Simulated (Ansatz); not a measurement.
Level of theory: DFT, PBE+U (U_eff = 6 eV on X's open shell), scalar-relativistic, collinear spin; plane waves to 420 eV with PAW datasets (Ansatz 0.2.0), Γ-centred 8×8×8 mesh, 0.05 eV Gaussian smearing; PAW files: Ansatz's generated set soft_2.

The calculation on XN, where X is one element, gave:

| Quantity | Value |
| --- | --- |
| Space group | P4/nmm (No. 129) |
| Conventional cell | a = 4.325 Å, b = 4.325 Å, c = 3.594 Å, α = 90.00°, β = 90.00°, γ = 90.00° |
| Volume | 16.80 Å³/atom |
| Band gap | 0.25 eV |
| Smallest direct gap | 0.56 eV (over both spins) |
| Magnetic state | ferromagnetic |
| Site spin moments | X 6.87; N -0.10 μB |
| Spin moment of the cell | 14.00 μB |
| Bader charges | X 1.71; N -1.71 e |
| f electrons (orthogonalised atomic orbitals) | X 7.06 |
| Bulk modulus (Birch–Murnaghan) | 44 GPa |
| Pressure derivative B0′ | 7.5 |

Sites: X on 2c, N on 2a.

Problem. Which element is X?
A. Eu
B. Dy
C. Sm
D. Gd

Solution. D. X is Gd, so the compound is GdN.

This is a trial structure; measured cells of the compound in the Crystallography Open Database are in space group Fm-3m (rock salt).

Scalar-relativistic only: spin–orbit splittings of the heavy atoms' levels are missing. The run wasn't fully tested for a lower electronic state. Site moments are of spin, integrated over atomic spheres. The moments were started parallel, and the real magnetic order may be another.
